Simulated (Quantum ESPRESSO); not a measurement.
GaN:

```
Ga N
1.0
     0.00000    2.25350    2.25350
     2.25350    0.00000    2.25350
     2.25350    2.25350    0.00000
Ga N
1 1
Direct
  0.00000 0.00000 0.00000
  0.25000 0.25000 0.25000
```

The cell is a database's computed one.

- Program: Quantum ESPRESSO 7.5
- Task: phonons
- Functional: LDA
- Potentials or basis: GBRV 1.5 LDA
- Cutoff: 762 eV
- Density cutoff: 6095 eV
- k mesh: 6 × 6 × 6, shifted
- Occupations: fermi-dirac, width 0.05 eV
- Spin: no spin polarisation
- Target pressure: 20 GPa
- Form of the LDA correlation: PZ81
- Mixing beta: 0.5
- Most SCF iterations: 120
- SCF threshold: 4e-10 Ry

The cell and the atoms were relaxed first at 20 GPa, to 10.21 Å³/atom (a = 3.069 Å, b = 3.069 Å, c = 3.069 Å, α = 60.00°, β = 60.00°, γ = 60.00°), and the response was taken there.

The first run showed a gap, so the response started from a second, tighter run with fixed occupations.

The run gives a transverse optical frequency of 623 cm⁻¹, an electronic dielectric constant of 5.38 and Born charges of ±2.60 e.

Question: What are the longitudinal frequency and the static dielectric constant?

Answer: The longitudinal mode lies at 805 cm⁻¹, 182 cm⁻¹ over the transverse one, and the static constant is 8.96. The two agree with the Lyddane-Sachs-Teller relation: (805/623)² = 1.67 and 8.96/5.38 = 1.67.

Caveat: the cell is more than 3 GPa from zero pressure, which shifts response properties.
